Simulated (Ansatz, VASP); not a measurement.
**Two plane-wave programs on GaAs**

```
Ga As
1.0
     0.00000    2.87269    2.87269
     2.87269    0.00000    2.87269
     2.87269    2.87269    0.00000
Ga As
1 1
Direct
  0.00000 0.00000 0.00000
  0.25000 0.25000 0.25000
```

Alike in both runs: task single point; functional PBE; k mesh 12 × 12 × 12; occupations gaussian, width 0.02 eV; no spin polarisation.

|  | VASP | Ansatz |
| --- | --- | --- |
| version | VASP 6.6.1 | Ansatz 0.2.0 |
| potentials or method | VASP PAW PBE potentials, release 64 (Ga_d, As) | scalar-relativistic, plane waves, PAW |
| plane-wave cutoff (eV) | 520 | 420 |
| valence electrons in the cell | 18 | 28 |

|  | VASP | Ansatz | Ansatz less VASP |
| --- | --- | --- | --- |
| gap on the k mesh at the Fermi level (eV) | 0.16 | 0.16 | -0.002 |
| least direct gap on the mesh (eV) | 0.16 | 0.16 | -0.002 |
| pressure (GPa) | 0.3 | 0.0 | -0.30 |

With one functional, cell and mesh, what is left measures potentials, basis and numerics. The two sets of potentials don't hold the same shells in valence.
